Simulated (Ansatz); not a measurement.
Write the native input for Ansatz 0.2.0 that does the following.

* Task: single point
* Functional: PBE
* Potentials or basis: Ansatz PAW
* Cutoff: 420 eV (not typed: the program's choice for these potentials)
* k mesh: 10 × 10 × 10
* Occupations: fermi-dirac, width 0.05 eV
* Spin: collinear spin, ferromagnetic start
* Starting moments: [4.0, 0.0] μB

The system is MnO.

```
Mn O
1.0
     2.67239    0.00000    0.00000
     0.00000    2.67239    0.00000
     0.00000    0.00000    2.67239
Mn O
1 1
Direct
  0.00000 0.00000 0.00000
  0.50000 0.50000 0.50000
```

Measurements of this composition are mostly on another form, of space group No. 225.

These files were run (other wordings do the same):

input.yaml

```yaml
crystal:
  lattice:
    - [2.67238866, 0.0, 0.0]
    - [0.0, 2.67238866, 0.0]
    - [0.0, 0.0, 2.67238866]
  atoms:
    - { symbol: Mn, position: [0.0, 0.0, 0.0], spin: 4.0 }
    - { symbol: O, position: [0.5, 0.5, 0.5] }
hamiltonian:
  xc: pbe
  pseudopotentials: { kind: paw }
magnetization:
  spin_polarized: true
kpoints:
  mp_grid: { grid: [10, 10, 10] }
scf:
  occupations: { method: fermi_dirac, width: 0.05 }
output:
  forces: true
  stress: true
  eigenvalues: true
```

Potentials or basis: Ansatz PAW.

Run with:

```console
$ ansatz run input.yaml --threads 2 --pin off --max-ram 5632MiB --backend cpu --events-out ev --progress --plain --runs-dir out
```

It gave:

* Pressure: 5.6 GPa
* Band gap on the k mesh: none (metal or under the smearing width)
* Net moment: 4.19 μB per cell
* Absolute moment: 4.19 μB per cell
* Site moments: Mn +3.69; O +0.14 μB

Caveat: the pressure holds a Pulay correction of +0.7 GPa for the finite cutoff; a cell with one magnetic atom can't hold antiferromagnetic order, which such compounds often take; semilocal functionals often make such compounds metallic where correlation or magnetic order opens a gap, which also shifts bond lengths.

It took 2.1 s on 2 threads of Arm Neoverse V2, with other jobs on the host, peak memory 0.29 GiB.
